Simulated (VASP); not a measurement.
**P: electric field gradients with PBEsol**

P:

```xyz
1
Lattice="4.2729 0.0000 0.0000 0.0000 4.2729 0.0000 0.0000 0.0000 4.3780" Properties=species:S:1:pos:R:3 pbc="T T T"
P     0.0000    0.0000    0.0000
```

This isn't the form of P at room conditions, which is orthorhombic.

```
Program                : VASP 6.6.1
Task                   : electric field gradients
Functional             : PBEsol
Potentials or basis    : VASP PAW PBE potentials, release 64 (P)
Cutoff                 : 520 eV
k mesh                 : 8 × 8 × 8
Occupations            : fermi-dirac, width 0.03 eV
Spin                   : no spin polarisation
Dipole correction      : no
Further INCAR settings : ALGO = Fast; EDIFF = 1e-08; NBANDS = 8
```

```json
{
 "Pressure": "-3.9 GPa",
 "Band gap on the k mesh": "none (metal or under the smearing width)"
}
```

Stress tensor (GPa, compression positive):
```
-4.00  0.00  0.00
 0.00 -4.00  0.00
 0.00  0.00 -3.61
```

Levels at points of the mesh, in eV from the Fermi level:
```tsv
k point	band 1	band 2	band 3	band 4	band 5
(0.00, 0.00, 0.00)	-8.73	0.45	0.56	0.56	4.63
(0.50, 0.00, 0.00)	-8.56	-0.83	0.60	0.70	6.51
(0.50, 0.50, 0.00)	-8.40	-0.53	-0.53	0.74	5.86
(0.00, 0.00, 0.50)	-8.59	-0.78	0.68	0.68	6.48
(0.50, 0.00, 0.50)	-8.43	-0.57	-0.48	0.81	5.85
(0.50, 0.50, 0.50)	-8.28	-0.32	-0.32	-0.23	6.87
```

Electric field gradients, principal values (V/Å²):
```csv
atom,Vxx,Vyy,Vzz
1 P,0.226,0.226,-0.452
```

Run time: 14 s on 1 thread of Intel(R) Xeon(R) 6975P-C (Granite Rapids), with other jobs on the host, peak memory 0.2 GiB.

Caveat: the PAW data sets were made with another functional, which shifts forces and pressure a little.
